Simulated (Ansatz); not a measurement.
# CoO (R-3m) in Ansatz: notebook

One crystal, CoO, is run at these levels: PBE; tasks: single point.

All numbers are computed with Ansatz 0.2.0; they aren't measurements. Logs are shortened: lines on timing, memory, paths and dates and some standing lists are left out, and cuts for length are marked.

## Step 1: Starting point

The structure is trigonal, space group R-3m (No. 166). Conventional cell: a = 3.011 Å, b = 3.011 Å, c = 7.320 Å, α = 90.00°, β = 90.00°, γ = 120.00°. Co (site symmetry -3m) is surrounded by 6 O at 2.12 Å. O (site symmetry -3m) is surrounded by 6 Co at 2.12 Å.

The cell is a database's computed one.

## Step 2: Single point, PBE, collinear spin, ferromagnetic start

Input file input.yaml:

```yaml
crystal:
  lattice:
    - [1.5054695445, 0.8691832468, 2.4399269062]
    - [-1.5054695445, 0.8691832468, 2.4399269062]
    - [0.0, -1.7383664936, 2.4399269062]
  atoms:
    - { symbol: Co, position: [0.0, 0.0, 0.0], spin: 2.0 }
    - { symbol: O, position: [0.5, 0.5, 0.5] }
hamiltonian:
  xc: pbe
  pseudopotentials: { kind: paw }
magnetization:
  spin_polarized: true
  initial_magnetization: 2.0
  spin_locking: { lock_magnetization: hard }
kpoints:
  mp_grid: { grid: [9, 9, 9] }
scf:
  occupations: { method: fermi_dirac, width: 0.05 }
  lower_state_search: "off"
output:
  forces: true
  stress: true
  eigenvalues: true
```

Potentials or basis: Ansatz PAW.

Command:

```bash
ansatz run input.yaml --threads 2 --pin off --max-ram 5632MiB --backend cpu --events-out ev --progress --plain --runs-dir out
```

What it wrote:

```text
Warning: output.stress: scf.convergence.dr2_threshold = 1e-7 eV (the SCF's general default) is looser than the 2e-10 eV advised for a printed stress (1e-10 eV for each atom of the cell: 2). What an SCF threshold leaves in a stress goes as its square root, and in the free energy as the threshold itself, and one threshold admits the most on a small cell: of the crystals measured, under no hybrid functional and no lock of the moments, on runs that ended without the residual-converged pass, on stresses that held no estimate of that error, the worst erred by over 100 MPa in a component at 1e-7 eV an atom and by under 5 at 1e-10. Set scf.convergence.dr2_threshold to 2e-10 eV or tighter. The threshold is an SCF's pass mark: one that does not reach it within its budget of iterations ends unconverged, or closes short of it on a stop that the run arms, and scf.convergence.dr2_threshold's page says what that costs each kind of run
Warning: RAYON_NUM_THREADS=2 ignored (pool sized by the plan → 2); use --threads N
Engine: ansatz 0.2.0, aarch64-unknown-linux-gnu
Pseudopotentials: kind: paw
Pseudopotential: Co, paw, valence charge 17, recommended cutoff 420 eV (normal), Co.paw.azcp
Pseudopotential: O, paw, valence charge 6, recommended cutoff 420 eV (normal), O.paw.azcp
Functional definition: PBE
  parameter kappa = 0.804
  parameter beta = 0.06672455060314922
  exchange = pbe_x(kappa = kappa, mu = beta*pi^2/3)
  correlation = pbe_c(beta = beta)
Crystal: 2 atoms, lattice volume = 19.156 Å³
Basis set: ecut = 420 eV, 339 PW (Γ), exchange–correlation on 48×48×48 points (8 copies of the dense FFT grid, shifted against one another)
Bands: 17, of which v1, the nominal top of the filled ones, is band 12 counted from 1 (11 counted from 0)
Symmetry: 12 space group operations
Space group: R-3m (ITA 166), of the structure as read, at distance tolerance 2.7e-5 Å
Magnetic group: BNS 166.97 (UNI 1327), of the structure as read, at distance tolerance 2.7e-5 Å
k-points: 85 of 729
Non-local potential: Co, projectors of the file, l = 0: 3, l = 1: 2, l = 2: 3, l = 3: 1
Non-local potential: O, projectors of the file, l = 0: 2, l = 1: 2, l = 2: 1
PAW form: soft (Blöchl's): semilocal exchange-correlation on the pseudo side does not see the compensation charge
PAW one-centre angular grid: Co, 590 points (default); XC on 64 Gauss nodes
PAW one-centre angular grid: O, 110 points (default); XC on 64 Gauss nodes
Initial density: superposition of atomic densities (chi_scale 0.1, normalization cell, long waves kept (reshape's long-wave potential 0.00 eV rms))
Starting moments: Σ|m| = 2 μB on 1 of 2 sites
Initial wavefunctions: pseudopotential atomic-orbital guess
Functional: x = pbe(κ = 0.804, μ = 0.2195149727645171), c = pbe(β = 0.06672455060314922)
SCF iter   1: F=—  HF=-5694.951316 eV  |F-HF|=—  |Δ(HF+E_count)|=         —  Δρ=2.83e-1 (↑1.48e-1 ↓2.83e-1)  dr2=2.85e1  dr2_m=8.97e-1  M=2.000 μB ∫|m|=2.000 μB  β_m=0.30  ethr=3.10e-3  ⟨swp⟩=5.6  Hψ=12614  notcnv=0
preconditioner: auto → none  [metal: Δε(μ)=0.003 eV  Ē_g=12.939 eV  σ=0.050 eV  W_gap=0.02  n_scr=8 (ndim 8)  ℏωp=32.9 eV  f_vac=0.000  D(μ)=3.43/eV (n_scr^D=58)  sad-step TF]
SCF iter   2: F=—  HF=-5692.018095 eV  |F-HF|=—  |Δ(HF+E_count)|=    2.93e0  Δρ=8.18e-2 (↑4.08e-2 ↓8.18e-2)  dr2=8.16e-1  dr2_m=1.34e-1  M=2.000 μB ∫|m|=2.001 μB  β_m=0.28  ethr=3.10e-3  ⟨swp⟩=3.0  Hψ=7814  notcnv=0  defer=84
SCF iter   3: F=—  HF=-5691.879895 eV  |F-HF|=—  |Δ(HF+E_count)|=   1.38e-1  Δρ=5.31e-2 (↑2.20e-2 ↓5.31e-2)  dr2=2.13e-1  dr2_m=8.62e-2  M=2.000 μB ∫|m|=2.001 μB  β_m=0.60  ethr=3.10e-3  ⟨swp⟩=2.8  Hψ=5808  notcnv=0  defer=32
SCF iter   4: F=—  HF=-5692.010406 eV  |F-HF|=—  |Δ(HF+E_count)|=   1.31e-1  Δρ=1.79e-2 (↑5.02e-3 ↓1.79e-2)  dr2=5.47e-2  dr2_m=8.85e-3  M=2.000 μB ∫|m|=2.007 μB  β_m=0.73  ethr=9.25e-4  ⟨swp⟩=2.3  Hψ=7124  notcnv=0  defer=46
SCF iter   5: F=—  HF=-5692.021828 eV  |F-HF|=—  |Δ(HF+E_count)|=   1.14e-2  Δρ=6.44e-3 (↑1.69e-3 ↓6.44e-3)  dr2=4.53e-3  dr2_m=2.37e-3  M=2.000 μB ∫|m|=2.009 μB  β_m=0.73  ethr=2.38e-4  ⟨swp⟩=2.0  Hψ=3666  notcnv=0  defer=46
SCF iter   6: F=—  HF=-5692.022525 eV  |F-HF|=—  |Δ(HF+E_count)|=   6.96e-4  Δρ=2.73e-3 (↑1.90e-3 ↓2.73e-3)  dr2=7.60e-4  dr2_m=7.72e-4  M=2.000 μB ∫|m|=2.009 μB  β_m=0.80  ethr=1.97e-5  ⟨swp⟩=2.5  Hψ=5095  notcnv=0  defer=46
SCF iter   7: F=—  HF=-5692.022714 eV  |F-HF|=—  |Δ(HF+E_count)|=   1.89e-4  Δρ=1.57e-3 (↑1.57e-3 ↓1.02e-3)  dr2=3.22e-4  dr2_m=1.90e-4  M=2.000 μB ∫|m|=2.008 μB  β_m=0.80  ethr=3.30e-6  ⟨swp⟩=2.0  Hψ=4487  notcnv=0  defer=46
SCF iter   8: F=—  HF=-5692.022689 eV  |F-HF|=—  |Δ(HF+E_count)|=   2.41e-5  Δρ=2.70e-4 (↑1.33e-4 ↓2.70e-4)  dr2=8.10e-6  dr2_m=2.67e-6  M=2.000 μB ∫|m|=2.008 μB  β_m=0.73  ethr=1.40e-6  ⟨swp⟩=2.1  Hψ=4226  notcnv=0  defer=46
SCF iter   9: F=—  HF=-5692.022699 eV  |F-HF|=—  |Δ(HF+E_count)|=   9.49e-6  Δρ=1.23e-4 (↑7.94e-5 ↓1.23e-4)  dr2=1.98e-6  dr2_m=7.31e-7  M=2.000 μB ∫|m|=2.008 μB  β_m=0.74  ethr=3.52e-8  ⟨swp⟩=1.5  Hψ=3580  notcnv=0  defer=46
iter 10 did not close the SCF: its close was put off for a magnetic moment that had not settled (scf_convergence_deferred on its scf_iter line)
SCF iter  10: F=-5692.022699 eV  HF=-5692.022699 eV  |F-HF|=1.00e-8  |Δ(HF+E_count)|=   2.30e-8  Δρ=2.37e-5 (↑1.03e-5 ↓2.37e-5)  dr2=6.01e-8  dr2_m=3.95e-8  M=2.000 μB ∫|m|=2.008 μB  β_m=0.87  ethr=4.35e-10  ⟨swp⟩=3.8  Hψ=11353  notcnv=0
SCF iter  11: F=-5692.022699 eV  HF=-5692.022699 eV  |F-HF|=5.64e-9  |Δ(HF+E_count)|=   4.37e-8  Δρ=1.12e-5 (↑3.70e-6 ↓1.12e-5)  dr2=7.09e-9  dr2_m=5.92e-9  M=2.000 μB ∫|m|=2.008 μB  ethr=2.61e-10  ⟨swp⟩=2.0  Hψ=8750  notcnv=0
SCF 1 converged in 11 iterations: F = -5692.022699 eV  dr2 = 7.09e-9
SCF converged after 11 iterations
Stability checked in part: among states of this total moment the steps that led to this state did not find it unstable. No probe was made; neither looks for a lower state of another moment (fixed_total_moment; see scf.lower_state_search)
Magnetization: 2.0000 μB (12.5000 up, 10.5000 down)
Absolute magnetization: 2.0079 μB (∫|ρ↑−ρ↓|, with the PAW one-centre terms)
Spin contamination: 0.0268 ħ² per cell (⟨S²⟩ above its minimum at these occupations)
Per-site moments (μB) at R_I (Å): [(1.816432103137782, 0.876038603632342), (0.08226283657782914, 0.876038603632342)]
Free energy (F): -5692.022699 eV
Harris-Foulkes:  -5692.022699 eV  (|F-HF|=5.64e-9)
Internal energy: -5691.984811 eV  (E = F + TS)
E sigma→0 (E₀):  -5692.003755 eV
Entropy (-TS):   -0.037888 eV (-18.944 meV/atom)
Fermi energy:    13.909445 (↑ 13.743832, ↓ 14.075059) eV
--- Per-component energies (eV) ---
  E_band       = -298.515323
  E_kinetic    = 618.532643
  E_local      = -3425.312917  (includes V_loc(G=0)·N_el)
  E_nonlocal   = 514.725942
  E_hartree    = 1408.888064
  E_xc         = -228.680070
  E_vxc        = -293.888575  (∫ρ·V_xc dr)
  E_paw        = -1677.456704  (= ΣΔE_a)
  E_vpaw       = -530.354596  (= ΣTr[D̂ρ^β])
  E_aug_tail   = 0.002507  (compensation charges beyond the density's cutoff)
  E_ewald      = -2902.684276
  E_smearing   = -0.037888  (= −TS)
  E_closure    = -0.000000  (closes the sum)
  Σ components = -5692.022699   (vs F -5692.022699, Δ=0.00e0)
--- Forces (eV/Å), atoms counted from 1 ---
  atom   1  Co     0.00000000    -0.00000000     0.00000000
  atom   2  O      0.00000000     0.00000000     0.00000000
  max |Σ_I F_I| component: 4.21e-30 eV/Å
--- Stress (GPa, compression-positive) ---
       -7.504953       0.000000      -0.000000
        0.000000      -7.504953      -0.000000
       -0.000000      -0.000000      -7.593604
  P = ⅓ Tr σ = -7.5345 GPa (-75.345 kbar)
--- Band table (eV; the first three rows and the last of 170) ---
  k-point 0 ↑: bands = ["-82.0886", "-45.3737", "-45.3737", "-45.3664", "-6.3932", "10.6902", "10.6902", "10.7371", "11.3307", "11.3307", "11.5576", "11.5576", "11.5918", "15.0528", "30.8305", "32.2024", "32.2024"]
  k-point 1 ↑: bands = ["-82.0883", "-45.3781", "-45.3743", "-45.3674", "-6.2663", "9.6984", "9.9342", "9.9718", "11.6213", "11.6377", "11.8325", "12.1639", "12.1804", "15.8532", "28.7817", "31.7236", "31.8814"]
  k-point 2 ↑: bands = ["-82.0871", "-45.3898", "-45.3758", "-45.3693", "-5.9266", "8.1074", "9.0856", "9.1263", "11.8525", "11.8736", "12.1290", "13.1531", "13.1582", "17.3557", "26.2133", "30.1589", "30.2775"]
  k-point 84 ↓: bands = ["-79.8328", "-43.2074", "-43.1772", "-43.1743", "-4.9602", "6.3000", "8.7902", "8.9567", "13.8055", "13.8500", "14.0788", "16.1040", "16.4979", "20.0215", "23.8361", "26.8851", "28.1410"]
```

Wall time 2.4 s (2 threads of Arm Neoverse V2, shared host); peak memory 0.3 GiB.

Results:

| Quantity | Value |
| --- | --- |
| Free energy | -5692.0227 eV |
| Pressure | -7.5 GPa |
| Net moment | 2.00 μB per cell |
| Absolute moment | 2.01 μB per cell |
| Site moments | Co +1.82; O +0.08 μB |

Stress tensor (GPa, compression positive):
```
-7.50  0.00  0.00
 0.00 -7.50  0.00
 0.00  0.00 -7.59
```

Caveat: the pressure holds a Pulay correction of +0.7 GPa for the finite cutoff; the total moment is fixed, so each spin has its own Fermi level; a cell with one magnetic atom can't hold antiferromagnetic order, which such compounds often take; the thresholds are loose for stress.

(Continued in part 2 of 2.)
